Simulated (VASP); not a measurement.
# Si (P6/mmm) in VASP: a series of runs

The runs below take Si through single point, with LDA.

Program: VASP 6.6.1. These are calculated values, not measurements. Logs are shortened: lines on timing, memory, paths and dates and some standing lists are left out, and cuts for length are marked.

### Step 1. The structure

It takes space group P6/mmm (No. 191, hexagonal). Conventional cell: a = 2.621 Å, b = 2.621 Å, c = 2.466 Å, α = 90.00°, β = 90.00°, γ = 120.00°. Si (site symmetry 6/mmm) is surrounded by 8 Si at 2.47 to 2.62 Å.

This isn't the form of Si at room conditions, which is diamond.

### Step 2. Single point, LDA

INCAR

```
SYSTEM = Si
PREC = Accurate
ENCUT = 520
EDIFF = 1E-6
ISMEAR = 0
SIGMA = 0.15
LREAL = .False.
LASPH = .True.
NELM = 80
ALGO = Normal
ISIF = 2
LWAVE = .False.
LCHARG = .True.
LELF = .True.
LVHAR = .True.
NBANDS = 8
```

KPOINTS

```
Automatic mesh
0
Gamma
  24 24 22
  0 0 0
```

POSCAR

```
Si
1.0
    2.6205428149      0.0000000000      0.0000000000
   -1.3102714075      2.2694566494      0.0000000000
    0.0000000000      0.0000000000      2.4663543900
Si
1
Direct
    0.0000000000      0.0000000000      0.0000000000
```

Potentials or basis: VASP PAW LDA potentials, release 64 (Si).

On the command line:

```
$ cat potpaw_LDA.64/Si/POTCAR > POTCAR
$ mpirun -np 1 vasp_std > vasp.out
```

OUTCAR:

```text
SYSTEM = Si
   PREC = Accurate
   ENCUT = 520
   EDIFF = 1E-6
   ISMEAR = 0
   LREAL = .False.
   LASPH = .True.
   NELM = 80
   ISIF = 2

 ion  position               nearest neighbor table
   1  0.000  0.000  0.000-

  LATTYP: Found a hexagonal cell.
 ALAT       =     2.6205428149
 C/A-ratio  =     0.9411616463

  Lattice vectors:

 A1 = (   2.6205428149,   0.0000000000,   0.0000000000)
 A2 = (  -1.3102714075,   2.2694566494,   0.0000000000)
 A3 = (   0.0000000000,   0.0000000000,   2.4663543900)

Analysis of symmetry for initial positions (statically):
=====================================================================
 Subroutine PRICEL returns:
 Original cell was already a primitive cell.

 Routine SETGRP: Setting up the symmetry group for a
 hexagonal supercell.

 Subroutine GETGRP returns: Found 24 space group operations
 (whereof 24 operations were pure point group operations)
 out of a pool of 24 trial point group operations.

The static configuration has the point symmetry D_6h.

Analysis of symmetry for dynamics (positions and initial velocities):
=====================================================================
 Subroutine PRICEL returns:
 Original cell was already a primitive cell.

 Routine SETGRP: Setting up the symmetry group for a
 hexagonal supercell.

 Subroutine GETGRP returns: Found 24 space group operations
 (whereof 24 operations were pure point group operations)
 out of a pool of 24 trial point group operations.

The dynamic configuration has the point symmetry D_6h.

 Subroutine INISYM returns: Found 24 space group operations
 (whereof 24 operations are pure point group operations),
 and found     1 'primitive' translations

----------------------------------------------------------------------------------------

                                     Primitive cell

  volume of cell :      14.6679

  direct lattice vectors                    reciprocal lattice vectors
     2.620542815  0.000000000  0.000000000     0.381600329  0.220317053  0.000000000
    -1.310271407  2.269456649  0.000000000     0.000000000  0.440634105  0.000000000
     0.000000000  0.000000000  2.466354390     0.000000000  0.000000000  0.405456736

  length of vectors
     2.620542815  2.620542815  2.466354390     0.440634105  0.440634105  0.405456736

  position of ions in fractional coordinates (direct lattice)
     0.000000000  0.000000000  0.000000000

  ion indices of the primitive-cell ions
   primitive index   ion index
                 1           1

----------------------------------------------------------------------------------------

 KPOINTS: Automatic mesh

Automatic generation of k-mesh.
 Grid dimensions read from file:
 generate k-points for:   24   24   22

 Generating k-lattice:

  Cartesian coordinates                     Fractional coordinates (reciprocal lattice)
     0.015900014  0.009179877  0.000000000     0.041666667  0.000000000  0.000000000
     0.000000000  0.018359754  0.000000000     0.000000000  0.041666667  0.000000000
     0.000000000  0.000000000  0.018429852     0.000000000  0.000000000  0.045454545

  Length of vectors
     0.018359754  0.018359754  0.018429852

  Shift w.r.t. Gamma in fractional coordinates (k-lattice)
     0.000000000  0.000000000  0.000000000

 Subroutine IBZKPT returns following result:
 ===========================================

 Found    732 irreducible k-points:

 Following reciprocal coordinates:
            Coordinates               Weight
  0.000000  0.000000  0.000000      1.000000
  0.041667  0.000000  0.000000      6.000000
  0.083333  0.000000  0.000000      6.000000
  0.125000  0.000000  0.000000      6.000000
  0.166667  0.000000  0.000000      6.000000
  0.208333  0.000000  0.000000      6.000000
[... 16 lines left out ...]
  0.416667  0.041667  0.000000     12.000000
  0.458333  0.041667  0.000000     12.000000
 [... further k-points ...]
   k-points           NKPTS =    732   k-points in BZ     NKDIM =    732   number of bands    NBANDS=      8
   number of dos      NEDOS =    301   number of ions     NIONS =      1
   total plane-waves  NPLWV =   7200
   dimension x,y,z NGX =    20 NGY =   20 NGZ =   18
   dimension x,y,z NGXF=    40 NGYF=   40 NGZF=   36
   ions per type =               1
   NGX,Y,Z   is equivalent  to a cutoff of  12.69, 12.69, 12.13 a.u.
   NGXF,Y,Z  is equivalent  to a cutoff of  25.38, 25.38, 24.27 a.u.
 SYSTEM =  Si
   PREC   = accura    normal or accurate (medium, high low for compatibility)
   ISTART =      0    job   : 0-new  1-cont  2-samecut
   ICHARG =      2    charge: 1-file 2-atom 10-const
   ISPIN  =      1    spin polarized calculation?
   LNONCOLLINEAR =      F non collinear calculations
   LSORBIT =      F    spin-orbit coupling
   LASPH  =      T    aspherical Exc in radial PAW
   ENCUT  =  520.0 eV  38.22 Ry    6.18 a.u.   4.87  4.87  4.59*2*pi/ulx,y,z
   NELM   =     80;   NELMIN=  2; NELMDL= -5     # of ELM steps
   EDIFF  = 0.1E-05   stopping-criterion for ELM
   LREAL  =      F    real-space projection
   EDIFFG = 0.1E-04   stopping-criterion for IOM
   NSW    =      0    number of steps for IOM
   IBRION =     -1    ionic relax: 0-MD 1-quasi-New 2-CG
   NFREE  =      0    steps in history (QN), initial steepest desc. (CG)
   ISIF   =      2    stress and relaxation
   ISYM   =      2    0-nonsym 1-usesym 2-fastsym
   POTIM  = 0.5000    time-step for ionic-motion
   TEBEG  =    0.0;   TEEND  =   0.0 temperature during run
   PSTRESS=    0.0 pullay stress
   NELECT =       4.0000    total number of electrons
   NUPDOWN=      -1.0000    fix difference up-down
   EMIN   =  10.00;   EMAX   =-10.00  energy-range for DOS
   EFERMI =   0.00;   METHOD = LEGACY
   ISMEAR =     0;   SIGMA  =   0.15  broadening in eV -4-tet -1-fermi 0-gaus
   EFERMI_NEDOS =   21; number of points for ismear=-14 and -15
   IALGO  =     38    algorithm
   IMIX   =      4    mixing-type and parameters
     AMIX     =   0.40;   BMIX     =  1.00
     AMIX_MAG =   1.60;   BMIX_MAG =  1.00
  volume/ion in A,a.u.               =      14.67        98.98
  Fermi-wavevector in a.u.,A,eV,Ry     =   1.061627  2.006184 15.334472  1.127052
  Thomas-Fermi vector in A             =   2.197050
   LORBIT       =      0    0 simple, 1 ext, 2 COOP (PROOUT), +10 PAW based schemes
   GGA     = CA    functional components
   LHFCALC =     F    Hartree Fock is set to
   AEXX    =    0.0000 exact exchange contribution
   IVDW    =     0    specifies the selected vdW correction
   LEPSILON=     F    determine dielectric tensor
   LRPA    =     F    only Hartree local field effects (RPA)
 non-spin polarized calculation
 Gauss-broadening in eV      SIGMA  =   0.15
  energy-cutoff  :      520.00
  volume of cell :       14.67
 maximum number of plane-waves:       411
 NGX is ok and might be reduce to    20
   NGX =  9   NGY =  9   NGZ =  9

 number of electron       4.0000000 magnetization

 Free energy of the ion-electron system (eV)
  ---------------------------------------------------
  ext. energy  EPLUGINS =         0.00000000
  ---------------------------------------------------
  free energy    TOTEN  =        -5.73871950 eV

  energy without entropy =       -5.73439190  energy(sigma->0) =       -5.73655570

 E-fermi :   9.6800     XC(G=0): -11.1494

 val. band max:        9.6747224496   @ k =   0.4167   0.1667   0.0000
 cond. band min:       9.6839842643   @ k =   0.4583   0.0417   0.4091
 fundamental gap:      0.0092618147
 Fermi energy:         9.6800028698

 k-point     1 :       0.0000    0.0000    0.0000
  band No.  band energies     occupation
      1      -4.4344      2.00000
      2      17.1888      0.00000
      3      17.5894      0.00000
      4      19.8811      0.00000
      5      19.8811      0.00000
      6      21.9109      0.00000
      7      21.9109      0.00000
      8      27.4130      0.00000

 k-point     2 :       0.0417    0.0000    0.0000
  band No.  band energies     occupation
      1      -4.3858      2.00000
      2      17.0024      0.00000
      3      17.6300      0.00000
      4      19.5027      0.00000
      5      19.5243      0.00000
      6      21.9269      0.00000
      7      22.3730      0.00000
      8      27.9497      0.00000

 k-point     3 :       0.0833    0.0000    0.0000
  band No.  band energies     occupation
      1      -4.2399      2.00000
      2      16.3452      0.00000
      3      17.7515      0.00000
      4      18.7950      0.00000
      5      18.8749      0.00000
      6      21.9328      0.00000
      7      23.3317      0.00000
      8      29.1874      0.00000

 k-point     4 :       0.1250    0.0000    0.0000
  band No.  band energies     occupation
      1      -3.9971      2.00000
      2      15.1774      0.00000
      3      17.9538      0.00000
      4      18.0661      0.00000
      5      18.3763      0.00000
      6      21.9591      0.00000
      7      24.4776      0.00000
      8      30.0584      0.00000

 k-point     5 :       0.1667    0.0000    0.0000
  band No.  band energies     occupation
      1      -3.6578      2.00000
      2      13.7218      0.00000
      3      17.3868      0.00000
      4      18.0025      0.00000
      5      18.2361      0.00000
      6      22.0761      0.00000
      7      25.7371      0.00000
      8      30.8220      0.00000

 k-point     6 :       0.2083    0.0000    0.0000
  band No.  band energies     occupation
      1      -3.2227      2.00000
      2      12.1706      0.00000
      3      16.7769      0.00000
      4      17.6610      0.00000
      5      18.5977      0.00000
      6      22.3233      0.00000
      7      27.0861      0.00000
      8      31.5504      0.00000

 k-point     7 :       0.2500    0.0000    0.0000
  band No.  band energies     occupation
      1      -2.6925      2.00000
      2      10.6135      0.00000
      3      16.2436      0.00000
      4      17.3290      0.00000
      5      19.0367      0.00000
      6      22.7080      0.00000
      7      28.5103      0.00000
      8      30.5245      0.00000
[... 133 lines left out ...]
 k-point    20 :       0.2917    0.0417    0.0000
  band No.  band energies     occupation
      1      -1.6858      2.00000
      2       8.3828      2.00000
      3      14.6526      0.00000
      4      17.8098      0.00000
      5      19.8631      0.00000
      6      23.5756      0.00000
      7      28.7271      0.00000
      8      30.3291      0.00000

 k-point    21 :       0.3333    0.0417    0.0000
  band No.  band energies     occupation
      1      -0.9242      2.00000
      2       6.9517      2.00000
      3      14.3200      0.00000
      4      17.5716      0.00000
      5      20.4767      0.00000
      6      24.2442      0.00000
      7      27.5796      0.00000
      8      31.1537      0.00000

 k-point    22 :       0.3750    0.0417    0.0000
  band No.  band energies     occupation
      1      -0.0748      2.00000
      2       5.5950      2.00000
      3      14.0697      0.00000
      4      17.3816      0.00000
      5      21.1380      0.00000
      6      24.9976      0.00000
      7      26.5075      0.00000
      8      30.4511      0.00000

 k-point    23 :       0.4167    0.0417    0.0000
  band No.  band energies     occupation
      1       0.8534      2.00000
      2       4.3265      2.00000
      3      13.9025      0.00000
      4      17.2501      0.00000
      5      21.8003      0.00000
      6      25.5667      0.00000
      7      25.7869      0.00000
      8      29.5136      0.00000

 k-point    24 :       0.4583    0.0417    0.0000
  band No.  band energies     occupation
      1       1.8020      2.00000
      2       3.2071      2.00000
      3      13.8188      0.00000
      4      17.1829      0.00000
      5      22.3096      0.00000
      6      24.9167      0.00000
      7      26.4450      0.00000
      8      28.7586      0.00000

 [... further k-points ...]

------------------------ aborting loop because EDIFF is reached ----------------------------------------

  FORCE on cell =-STRESS in cart. coord.  units (eV):
  Direction    XX          YY          ZZ          XY          YZ          ZX
  --------------------------------------------------------------------------------------
  -------------------------------------------------------------------------------------
  Total       -0.0528516     -0.0528516     -0.0935221      0.0000000     -0.0000000      0.0000000
  in kB       -5.7729798     -5.7729798    -10.2154168      0.0000000     -0.0000000      0.0000000
  external PRESSURE =      -7.2537921 kB  Pullay stress =       0.0000000 kB

 VOLUME and BASIS-vectors are now :
 -----------------------------------------------------------------------------
  energy-cutoff  :      520.00
  volume of cell :       14.67
      direct lattice vectors                 reciprocal lattice vectors
     2.620542815  0.000000000  0.000000000     0.381600329  0.220317053  0.000000000
    -1.310271407  2.269456649  0.000000000     0.000000000  0.440634105  0.000000000
     0.000000000  0.000000000  2.466354390     0.000000000  0.000000000  0.405456736

 POSITION                                       TOTAL-FORCE (eV/Angst)
 -----------------------------------------------------------------------------------
      0.00000      0.00000      0.00000         0.000000      0.000000      0.000000
 -----------------------------------------------------------------------------------
    total drift:                               -0.000000      0.000000      0.000000

  FREE ENERGIE OF THE ION-ELECTRON SYSTEM (eV)
  ---------------------------------------------------
  free  energy   TOTEN  =        -5.7387194975 eV

  energy  without entropy=       -5.7343918977  energy(sigma->0) =       -5.73655570
```

Run time: 26 s. Hardware: 1 thread of Intel Xeon Platinum 8488C (Sapphire Rapids), shared host; peak memory 0.17 GiB.

Results:

```
Free energy            : -5.7387 eV
Pressure               : -0.7 GPa
Band gap on the k mesh : none (metal or under the smearing width)
```

Stress tensor (GPa, compression positive):
```
-0.58  0.00  0.00
 0.00 -0.58  0.00
 0.00  0.00 -1.02
```

[end of part 1 of 2]
